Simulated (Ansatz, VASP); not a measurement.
**One calculation of HgTe, two programs**

```
Hg Te
1.0
     3.79034    0.00000    0.00000
     0.00000    3.79034    0.00000
     0.00000    0.00000    3.79034
Hg Te
1 1
Cartesian
  0.0000 0.0000 0.0000
  1.8952 1.8952 1.8952
```

Alike in both runs: task single point; functional r2SCAN; k mesh 4 × 4 × 4; occupations fermi-dirac, width 0.02 eV; no spin polarisation.

|  | VASP | Ansatz |
| --- | --- | --- |
| version | VASP 6.6.1 | Ansatz 0.2.0 |
| potentials or method | VASP PAW PBE potentials, release 64 (Hg, Te) | plane waves |
| plane-wave cutoff (eV) | 520 | 500 |
| valence electrons in the cell | 18 | 36 |

Ansatz gave:

```
pressure (GPa) : 0.1
```

**Question.** Which values does VASP return?

**Answer.** Pressure (GPa): 0.2.

The functional is the same, so the differences come from potentials, cutoffs and numerics. The two sets of potentials don't hold the same shells in valence.

Caveats: the k mesh is coarse (spacing up to 0.41 Å⁻¹), so the values aren't converged; the PAW data sets were made with another functional, which shifts forces and pressure a little (VASP). Spin-orbit coupling is left out, which matters for the levels of Hg, Te.
